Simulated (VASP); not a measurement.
Write the native input for VASP 6.6.1 that does the following.

```
Task                   : band structure
Functional             : PBE
Potentials or basis    : VASP PAW PBE potentials, release 64 (Tl_d, Cl)
Cutoff                 : 520 eV
k mesh                 : 8 × 8 × 8
Occupations            : gaussian, width 0.02 eV
Spin                   : no spin polarisation
Ladder                 : free
Further INCAR settings : ALGO = Normal; EDIFF = 1e-07
```

The system is TlCl.

```
CELL_PARAMETERS angstrom
3.83400 0.00000 0.00000
0.00000 3.83400 0.00000
0.00000 0.00000 3.83400
ATOMIC_POSITIONS crystal
Tl 0.00000 0.00000 0.00000
Cl 0.50000 0.50000 0.50000
```

The input as run:

POSCAR

```
TlCl
1.0
    3.8340000000      0.0000000000      0.0000000000
    0.0000000000      3.8340000000      0.0000000000
    0.0000000000      0.0000000000      3.8340000000
Tl Cl
1 1
Direct
    0.0000000000      0.0000000000      0.0000000000
    0.5000000000      0.5000000000      0.5000000000
```

INCAR.step1

```
  ALGO = Normal
  EDIFF = 1E-7
  ENCUT = 520
  GGA = PE
  ISIF = 2
  ISMEAR = 0
  LASPH = T
  LCHARG = T
  LREAL = F
  LWAVE = F
  NELM = 100
  PREC = Accurate
  SIGMA = 0.02
```

KPOINTS.step1

```
k-points
0
Gamma
  8 8 8
```

INCAR.step2

```
  ALGO = Normal
  EDIFF = 1E-7
  ENCUT = 520
  GGA = PE
  ICHARG = 11
  ISIF = 2
  ISMEAR = 0
  LASPH = T
  LCHARG = F
  LREAL = F
  LWAVE = F
  NELM = 100
  PREC = Accurate
  SIGMA = 0.05
```

KPOINTS.step2

```
path GXMGRX,MR
20
line-mode
reciprocal
 0.0000000000  0.0000000000  0.0000000000  G
 0.0000000000  0.5000000000  0.0000000000  X

 0.0000000000  0.5000000000  0.0000000000  X
 0.5000000000  0.5000000000  0.0000000000  M

 0.5000000000  0.5000000000  0.0000000000  M
 0.0000000000  0.0000000000  0.0000000000  G

 0.0000000000  0.0000000000  0.0000000000  G
 0.5000000000  0.5000000000  0.5000000000  R

 0.5000000000  0.5000000000  0.5000000000  R
 0.0000000000  0.5000000000  0.0000000000  X

 0.5000000000  0.5000000000  0.0000000000  M
 0.5000000000  0.5000000000  0.5000000000  R
```

Potentials or basis: VASP PAW PBE potentials, release 64 (Tl_d, Cl).

Command:

```sh
$ cat potpaw_PBE.64/Tl_d/POTCAR potpaw_PBE.64/Cl/POTCAR > POTCAR
$ cp INCAR.step1 INCAR
$ cp KPOINTS.step1 KPOINTS
$ mpirun -np 1 vasp_std > vasp.out
$ cp INCAR.step2 INCAR
$ cp KPOINTS.step2 KPOINTS
$ mpirun -np 1 vasp_std > vasp.out
```

Results of the run:

```
Band gap on the k mesh  : 2.08 eV, direct
Band gap along the path : 2.08 eV, direct
```

Caveat: the log is that of the step along the path at fixed density, whose energy, stress, charges and moments have no meaning; spin-orbit coupling is left out, which as a rule narrows the gap of such compounds by several tenths of an eV.

It took 56 s on 1 thread of Intel(R) Xeon(R) Platinum 8259CL CPU @ 2.50GHz (Skylake/Cascade Lake) (shared host), peak memory 0.23 GiB.
